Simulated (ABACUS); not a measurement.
# GaP (F-43m) in ABACUS: settings compared

The runs below take GaP through single point, relaxation of cell and atoms, with BLYP, WC.

All numbers are computed with ABACUS 3.10.1; they aren't measurements. Logs are shortened: lines on timing, memory, paths and dates and some standing lists are left out, and cuts for length are marked.

**The experiment to reproduce.**

From “Stacking defects in GaP nanowires: Electronic structure and optical properties”, 2018, arxiv:1810.01194, for a bulk crystal of GaP at 10 K: band gap 2.34 eV (indirect).

The runs below are set against these values where they give the same quantity.

**1. The crystal as given**

It takes space group F-43m (No. 216, cubic). The conventional cell has a = 5.451 Å, b = 5.451 Å, c = 5.451 Å, α = 90.00°, β = 90.00°, γ = 90.00°. Ga (site symmetry -43m) has 4 P at 2.36 Å as nearest neighbours. Around P (site symmetry -43m) lie 4 Ga at 2.36 Å.

**2. Single point, BLYP**

Input file run_abacus.py:

```python
"""ABACUS run from a structure file: ASE reads it, the script writes STRU, KPT and INPUT."""
import re
import subprocess
import spglib
from ase import Atoms
from ase.io import read
from ase.units import Bohr

atoms = read("GaP.cif")
cell, frac, numbers = spglib.standardize_cell((atoms.cell[:], atoms.get_scaled_positions(), atoms.numbers), to_primitive=True, symprec=1e-4)
atoms = Atoms(numbers=numbers, cell=cell, scaled_positions=frac, pbc=True)  # the primitive cell
atoms = atoms[(-atoms.numbers).argsort(kind="stable")]  # ABACUS lists atoms element by element
pseudo = {'Ga': '31_Ga_13_1.9_2.4_pbe_n_v1.0.upf', 'P': '15_P_5_1.8_1.9_pbe_n_v1.0.upf'}
orbital = {'Ga': 'Ga_confined-atom_8au_2s2p2d.orb', 'P': 'P_confined-atom_7au_2s2p1d.orb'}
magmoms = None
kmesh = [7, 7, 7]
params = {
    'suffix': 'GaP',
    'calculation': 'scf',
    'basis_type': 'lcao',
    'pseudo_dir': './',
    'orbital_dir': './',
    'symmetry': 1,
    'dft_functional': 'GGA_X_B88+GGA_C_LYP',
    'ecutwfc': 100,
    'pseudo_rcut': 10,
    'nspin': 1,
    'nbands': 19,
    'ks_solver': 'genelpa',
    'smearing_method': 'fd',
    'smearing_sigma': 0.00367493,
    'scf_thr': 1e-07,
    'scf_nmax': 100,
    'mixing_type': 'broyden',
    'mixing_beta': 0.7,
    'cal_force': 1,
    'cal_stress': 1,
    'out_mul': 1,
    'out_chg': 1,
}

symbols = atoms.get_chemical_symbols()
elements = list(dict.fromkeys(symbols))
lines = ["ATOMIC_SPECIES"] + [f"{e} {atoms.get_masses()[symbols.index(e)]:.4f} {pseudo[e]}" for e in elements]
if orbital:
    lines += ["", "NUMERICAL_ORBITAL"] + [orbital[e] for e in elements]
lines += ["", "LATTICE_CONSTANT", f"{1 / Bohr:.10f}", "", "LATTICE_VECTORS"]
lines += [" ".join(f"{x:.10f}" for x in v) for v in atoms.cell]
lines += ["", "ATOMIC_POSITIONS", "Direct"]
for e in elements:
    lines += ["", e, "0.0", str(symbols.count(e))]
    for i, p in enumerate(atoms.get_scaled_positions(wrap=False)):
        if symbols[i] == e:
            mag = "" if magmoms is None else " mag " + " ".join(str(x) for x in (magmoms[i] if isinstance(magmoms[i], list) else [magmoms[i]]))
            lines.append(" ".join(f"{x:.10f}" for x in p) + " 1 1 1" + mag)
open("STRU", "w").write("\n".join(lines) + "\n")
open("KPT", "w").write("K_POINTS\n0\nGamma\n%d %d %d 0 0 0\n" % tuple(kmesh))
open("INPUT", "w").write("INPUT_PARAMETERS\n" + "".join(f"{k:<20s}{v}\n" for k, v in params.items()))

done = subprocess.run(['mpirun', '-np', '4', 'abacus'])
if done.returncode:
    raise SystemExit(done.returncode)
log = open("OUT.GaP/running_scf.log").read()
print("final energy (eV):", re.findall(r"FINAL_ETOT_IS (\S+)", log))
```

Input file GaP.cif:

```cif
data_GaP
_cell_length_a 5.45050000
_cell_length_b 5.45050000
_cell_length_c 5.45050000
_cell_angle_alpha 90.00000000
_cell_angle_beta 90.00000000
_cell_angle_gamma 90.00000000
_space_group_name_H-M_alt 'F-43m'
_space_group_name_Hall 'F -4 2 3'
_space_group_IT_number 216
loop_
_space_group_symop_operation_xyz
'x,y,z'
'y,-x,-z'
'-x,-y,z'
'-y,x,-z'
'x,-y,-z'
'y,x,z'
'-x,y,-z'
'-y,-x,z'
'z,x,y'
'-z,y,-x'
'z,-x,-y'
'-z,-y,x'
'-z,x,-y'
'z,y,x'
'-z,-x,y'
'z,-y,-x'
'y,z,x'
'-x,-z,y'
'-y,z,-x'
'x,-z,-y'
'-y,-z,x'
'x,z,y'
'y,-z,-x'
'-x,z,-y'
'x,y+1/2,z+1/2'
'y,-x+1/2,-z+1/2'
'-x,-y+1/2,z+1/2'
'-y,x+1/2,-z+1/2'
'x,-y+1/2,-z+1/2'
'y,x+1/2,z+1/2'
'-x,y+1/2,-z+1/2'
'-y,-x+1/2,z+1/2'
'z,x+1/2,y+1/2'
'-z,y+1/2,-x+1/2'
'z,-x+1/2,-y+1/2'
'-z,-y+1/2,x+1/2'
'-z,x+1/2,-y+1/2'
'z,y+1/2,x+1/2'
'-z,-x+1/2,y+1/2'
'z,-y+1/2,-x+1/2'
'y,z+1/2,x+1/2'
'-x,-z+1/2,y+1/2'
'-y,z+1/2,-x+1/2'
'x,-z+1/2,-y+1/2'
'-y,-z+1/2,x+1/2'
'x,z+1/2,y+1/2'
'y,-z+1/2,-x+1/2'
'-x,z+1/2,-y+1/2'
'x+1/2,y,z+1/2'
'y+1/2,-x,-z+1/2'
'-x+1/2,-y,z+1/2'
'-y+1/2,x,-z+1/2'
'x+1/2,-y,-z+1/2'
'y+1/2,x,z+1/2'
'-x+1/2,y,-z+1/2'
'-y+1/2,-x,z+1/2'
'z+1/2,x,y+1/2'
'-z+1/2,y,-x+1/2'
'z+1/2,-x,-y+1/2'
'-z+1/2,-y,x+1/2'
'-z+1/2,x,-y+1/2'
'z+1/2,y,x+1/2'
'-z+1/2,-x,y+1/2'
'z+1/2,-y,-x+1/2'
'y+1/2,z,x+1/2'
'-x+1/2,-z,y+1/2'
'-y+1/2,z,-x+1/2'
'x+1/2,-z,-y+1/2'
'-y+1/2,-z,x+1/2'
'x+1/2,z,y+1/2'
'y+1/2,-z,-x+1/2'
'-x+1/2,z,-y+1/2'
'x+1/2,y+1/2,z'
'y+1/2,-x+1/2,-z'
'-x+1/2,-y+1/2,z'
'-y+1/2,x+1/2,-z'
'x+1/2,-y+1/2,-z'
'y+1/2,x+1/2,z'
'-x+1/2,y+1/2,-z'
'-y+1/2,-x+1/2,z'
'z+1/2,x+1/2,y'
'-z+1/2,y+1/2,-x'
'z+1/2,-x+1/2,-y'
'-z+1/2,-y+1/2,x'
'-z+1/2,x+1/2,-y'
'z+1/2,y+1/2,x'
'-z+1/2,-x+1/2,y'
'z+1/2,-y+1/2,-x'
'y+1/2,z+1/2,x'
'-x+1/2,-z+1/2,y'
'-y+1/2,z+1/2,-x'
'x+1/2,-z+1/2,-y'
'-y+1/2,-z+1/2,x'
'x+1/2,z+1/2,y'
'y+1/2,-z+1/2,-x'
'-x+1/2,z+1/2,-y'
loop_
_atom_site_label
_atom_site_type_symbol
_atom_site_symmetry_multiplicity
_atom_site_Wyckoff_symbol
_atom_site_fract_x
_atom_site_fract_y
_atom_site_fract_z
_atom_site_occupancy
Ga1 Ga 4 a 0.0000000000 0.0000000000 0.0000000000 1
P1 P 4 c 0.2500000000 0.2500000000 0.2500000000 1
```

Potentials or basis: SPMS ONCV 1.0 PBE, DZP LCAO (the cutoffs set its grid).

Command:

```
> OMP_NUM_THREADS=1 python run_abacus.py > log
```

running log:

```text
ABACUS v3.10.1

               Atomic-orbital Based Ab-initio Computation at UStc

 ------------------------------------------------------------------------------------

 READING GENERAL INFORMATION
                           global_out_dir = OUT.GaP/
                           global_in_card = INPUT
                               pseudo_dir = ./
                              orbital_dir = ./
                                    DSIZE = 4
                                    GSIZE = 1

 READING UNITCELL INFORMATION
                                    ntype = 2
                  lattice constant (Bohr) = 1.88973
              lattice constant (Angstrom) = 1

 READING ATOM TYPE 1
                               atom label = Ga
                      L=0, number of zeta = 2
                      L=1, number of zeta = 2
                      L=2, number of zeta = 2
             number of atom for this type = 1

 READING ATOM TYPE 2
                               atom label = P
                      L=0, number of zeta = 2
                      L=1, number of zeta = 2
                      L=2, number of zeta = 1
             number of atom for this type = 1

                        TOTAL ATOM NUMBER = 2
DIRECT COORDINATES
    atom                   x                   y                   z     mag                  vx                  vy                  vz
taud_Ga1            0.0000000000        0.0000000000        0.0000000000  0.0000        0.0000000000        0.0000000000        0.0000000000
taud_P1            0.2500000000        0.2500000000        0.2500000000  0.0000        0.0000000000        0.0000000000        0.0000000000

                          Volume (Bohr^3) = 273.178
                             Volume (A^3) = 40.4807

 Lattice vectors: (Cartesian coordinate: in unit of a_0)
                   +0            +2.72525            +2.72525
             +2.72525                  +0            +2.72525
             +2.72525            +2.72525                  +0
 Reciprocal vectors: (Cartesian coordinate: in unit of 2 pi/a_0)
            -0.183469           +0.183469           +0.183469
            +0.183469           -0.183469           +0.183469
            +0.183469           +0.183469           -0.183469
 The esolver type has been set to : ksdft_lcao

                PAO radial cut off (Bohr) = 10

 Read in pseudopotential file is 31_Ga_13_1.9_2.4_pbe_n_v1.0.upf
                     pseudopotential type = NC
          exchange-correlation functional = PBE
                 nonlocal core correction = 1
                        valence electrons = 13
                                     lmax = 2
                           number of zeta = 3
                     number of projectors = 6
                           L of projector = 0
                           L of projector = 0
[... 196 lines left out ...]
   longest nonlocal projector rcut (Bohr) = 2.42
                     search radius (Bohr) = 20.8
              searching radius is (Bohr)) = 20.8
         searching radius unit is (Bohr)) = 1.89
                         PeriodicBoundary = 1
                        Radius(unit:lat0) = 11
                                   glayer = [ 5, 5, 5 ]
                             glayer_minus = [ 4, 4, 4 ]

Find the coordinate range of the input atom(unit:lat0).
                                  min_tau = [ -21.8, -21.8, -21.8 ]
                                  max_tau = [ 23.2, 23.2, 23.2 ]
                                BoxNumber = [ 9, 9, 9 ]

 SETUP EXTENDED REAL SPACE GRID FOR GRID INTEGRATION
                          real space grid = [ 48, 48, 48 ]
                 big cell numbers in grid = [ 12, 12, 12 ]
             meshcell numbers in big cell = [ 4, 4, 4 ]
                        extended fft grid = [ 17, 17, 17 ]
                dimension of extened grid = [ 47, 47, 47 ]
                            UnitCellTotal = 125
              Atom number in sub-FFT-grid = 2
    Local orbitals number in sub-FFT-grid = 31
                                ParaV.nnr = 20836
                                 init_chg = atomic

 LCAO ALGORITHM --------------- ION=   1  ELEC=   1--------------------------------

 Density error is 0.0678013466849
----------------------------------------------------------
     Energy           Rydberg                 eV
----------------------------------------------------------
 E_KohnSham     -161.1384984320      -2192.4017458395
 E_Harris       -162.0872705535      -2205.3104527957
 E_Fermi        0.6263636991         8.5221153275
----------------------------------------------------------
[... 80 lines left out ...]
 Density error is 1.87003419977e-08
----------------------------------------------------------
     Energy           Rydberg                 eV
----------------------------------------------------------
 E_KohnSham     -161.1545928925      -2192.6207222086
 E_KS(sigma->0) -161.1545928924      -2192.6207222075
 E_Harris       -161.1545929104      -2192.6207224522
 E_band         -2.8806910066        -39.1938118670
 E_one_elec     -70.2679877896       -956.0450209336
 E_Hartree      48.6959370212        662.5422129379
 E_xc           -43.1049182971       -586.4725006653
 E_Ewald        -96.4776238268       -1312.6454135455
 E_entropy(-TS) -0.0000000002        -0.0000000022
 E_descf        0.0000000000         0.0000000000
 E_exx          0.0000000000         0.0000000000
 E_Fermi        0.6625749506         9.0147946808
----------------------------------------------------------

 charge density convergence is achieved
 final etot is -2192.6207222 eV
 EFERMI = 9.0147946808 eV

 STATE ENERGY(eV) AND OCCUPATIONS    NSPIN == 1
 1/20 kpoint (Cartesian) = 0.0000 0.0000 0.0000 (1158 pws)
       1       -6.41786     0.00583090
       2       -6.41786     0.00583090
       3       -6.41786     0.00583090
       4       -6.31426     0.00583090
       5       -6.31426     0.00583090
       6       -4.28146     0.00583090
[... 104 lines left out ...]
       6       -3.38555       0.139942
[... 11 lines left out ...]
      18        24.4599        0.00000
      19        26.2190        0.00000

[... levels at 14 further k points ...]

 correction force for each atom along direction 1 is -0.00171388
 correction force for each atom along direction 2 is 0.00789145
 correction force for each atom along direction 3 is 0.00630573
------------------------------------------------------------------------------------------
 TOTAL-FORCE (eV/Angstrom)
------------------------------------------------------------------------------------------
                       Ga1         0.0000000000         0.0000000000         0.0000000000
                        P1         0.0000000000         0.0000000000         0.0000000000
------------------------------------------------------------------------------------------

----------------------------------------------------------------
 TOTAL-STRESS (KBAR)
----------------------------------------------------------------
        75.9095154317         0.0000000000        -0.0000000000
         0.0000000000        75.9095154317        -0.0000000000
         0.0000000000         0.0000000000        75.9095154317
----------------------------------------------------------------
 TOTAL-PRESSURE: 75.909515 KBAR

 --------------------------------------------
 !FINAL_ETOT_IS -2192.6207222085877220 eV
 --------------------------------------------
```

It took 3.2 s on 4 MPI ranks of Intel Xeon 6975P-C (Granite Rapids), shared host; peak memory 0.4 GiB.

What came out:

```
Free energy            : -2192.6207 eV
Pressure               : 7.6 GPa
Band gap on the k mesh : 1.73 eV, indirect (least direct gap 1.87 eV)
Mulliken charges       : Ga -0.25; P +0.25 e
```

Caveat: the atomic orbitals were generated for these runs and aren't a published set; Mulliken charges move with the basis; the potentials were made for another functional, which shifts forces and pressure; an odd mesh through Γ misses points on the zone boundary, where band edges often lie; the basis of atomic orbitals isn't converged, which shifts pressures, moduli and gaps.

(Continued in part 2 of 3.)
